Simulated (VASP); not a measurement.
Write the native input for VASP 6.6.1 that does the following.

| Property | Result |
| --- | --- |
| Task | band structure |
| Functional | PBEsol |
| Potentials or basis | VASP PAW PBE potentials, release 64 (In_d, Sb, As) |
| Cutoff | 520 eV |
| k mesh | 6 × 6 × 6 |
| Occupations | gaussian, width 0.03 eV |
| Spin | no spin polarisation |
| Further INCAR settings | ALGO = Fast; EDIFF = 1e-06; NBANDS = 86 |

The structure of In8SbAs7 lies in POSCAR:

```
In8SbAs7                                
1.0
   -6.1470890109      0.0000000000      6.1470890109
   -6.1470890109     -6.1470890109      0.0000000000
    0.0000000000     -6.1470890109      6.1470890109
  In              Sb              As            
     8     1     7
Direct
     0.9955858648817583    0.5132424053547181    0.9955858648817583
     0.9955858648817583    0.9955858648817583    0.9955858648817583
     0.9990913533309430    0.5003028822230167    0.5003028822230167
     0.9955858648817583    0.9955858648817583    0.5132424053547181
     0.5003028822230167    0.5003028822230167    0.9990913533309430
     0.5132424053547181    0.9955858648817583    0.9955858648817583
     0.5003028822230167    0.5003028822230167    0.5003028822230167
     0.5003028822230167    0.9990913533309430    0.5003028822230167
     0.1250000000000000    0.1250000000000000    0.1250000000000000
     0.1254591209280582    0.6245408790719418    0.1254591209280582
     0.1254591209280582    0.1254591209280582    0.6245408790719418
     0.1254591209280582    0.6245408790719418    0.6245408790719418
     0.6245408790719418    0.1254591209280582    0.1254591209280582
     0.6245408790719418    0.6245408790719418    0.1254591209280582
     0.6245408790719418    0.1254591209280582    0.6245408790719418
     0.6250000000000000    0.6250000000000000    0.6250000000000000
```

The cell was built by a generator and needn't be a form met in nature.

One way to write it, as run:

INCAR

```
SYSTEM = In8SbAs7
PREC = Accurate ; ENCUT = 520
EDIFF = 1E-6 ; ISMEAR = 0
SIGMA = 0.03 ; LREAL = .FALSE.
LASPH = .TRUE. ; NELM = 80
ALGO = Fast ; ISIF = 2
LWAVE = .FALSE. ; LCHARG = .FALSE.
GGA = PS ; NBANDS = 86
ICORELEVEL = 1 ; KPAR = 4
```

KPOINTS

```
regular mesh
0
G
  6 6 6
  0 0 0
```

KPOINTS_OPT

```
explicit points
6
Reciprocal
 0.0000000000  0.0000000000  0.0000000000 1
 0.3750000000  0.3750000000  0.7500000000 1
 0.5000000000  0.5000000000  0.5000000000 1
 0.6250000000  0.2500000000  0.6250000000 1
 0.5000000000  0.2500000000  0.7500000000 1
 0.5000000000  0.0000000000  0.5000000000 1
```

Potentials or basis: VASP PAW PBE potentials, release 64 (In_d, Sb, As).

Launch:

```bash
$ cat potpaw_PBE.64/In_d/POTCAR potpaw_PBE.64/Sb/POTCAR potpaw_PBE.64/As/POTCAR > POTCAR
$ mpirun -np 4 vasp_std > vasp.out
```

It gave:

The pressure is 0.0 GPa. The largest force is 0.003 eV/Å. The band gap along the path is none (metal or under the smearing width).

Caveat: the PAW data sets were made with another functional, which shifts forces and pressure a little; spin-orbit coupling is left out, which moves the levels of the heavy elements.

Wall time 8 min on 4 MPI ranks on Intel(R) Xeon(R) Platinum 8488C (Sapphire Rapids), with other jobs on the host, peak memory 1.1 GiB a rank.
